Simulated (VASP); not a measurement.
Set up this calculation in VASP 6.6.1, as the native input.

```yaml
Task: relaxation of shape and atoms at fixed volume
Functional: LDA
Potentials_or_basis: VASP PAW LDA potentials, release 64 (Zr_sv)
Cutoff: 600 eV
k_mesh: 9 × 9 × 12
Occupations: methfessel-paxton, width 0.1 eV
Spin: no spin polarisation
Further_INCAR_settings: ALGO = Fast; EDIFF = 1e-07; IBRION = 2; EDIFFG = -0.01; NSW = 40; ISIF = 4
```

The structure of Zr lies in POSCAR:

```
Zr                                      
1.0
    4.9847235227      0.0000000000     -0.0000000000
   -2.4923617614      4.3168971994      0.0000000000
    0.0000000000      0.0000000000      3.1292762647
  Zr            
     3
Direct
     0.6666666699999979    0.3333333300000021    0.5000000000000000
     0.3333333300000021    0.6666666699999979    0.5000000000000000
     0.0000000000000000    0.0000000000000000    1.0000000000000000
```

The cell was built by a generator and needn't be a form met in nature.

The cell isn't the ideal one: a relaxed cell with its volume scaled by 1.04.

These files were run (other wordings do the same):

INCAR

```
PREC = Accurate
ENCUT = 600
EDIFF = 1E-7
ISMEAR = 1
SIGMA = 0.1
LREAL = False
LASPH = True
NELM = 80
ALGO = Fast
ISIF = 4
LWAVE = False
LCHARG = False
IBRION = 2
NSW = 40
EDIFFG = -0.01
```

KPOINTS

```
regular mesh
0
Gamma
  9 9 12
```

Potentials or basis: VASP PAW LDA potentials, release 64 (Zr_sv).

Run with:

```bash
$ cat potpaw_LDA.64/Zr_sv/POTCAR > POTCAR
$ mpirun -np 1 vasp_std > vasp.out
```

It gave:

| Item | Value |
| --- | --- |
| Pressure after relaxing | -3.9 GPa |
| Band gap on the k mesh | none (metal or under the smearing width) |

Caveat: the relaxation stopped at its first step, so nothing moved.

Run time: 2.5 min on 1 thread of AMD EPYC 9R45 96-Core Processor (Zen 5) (shared host), peak memory 0.22 GiB.
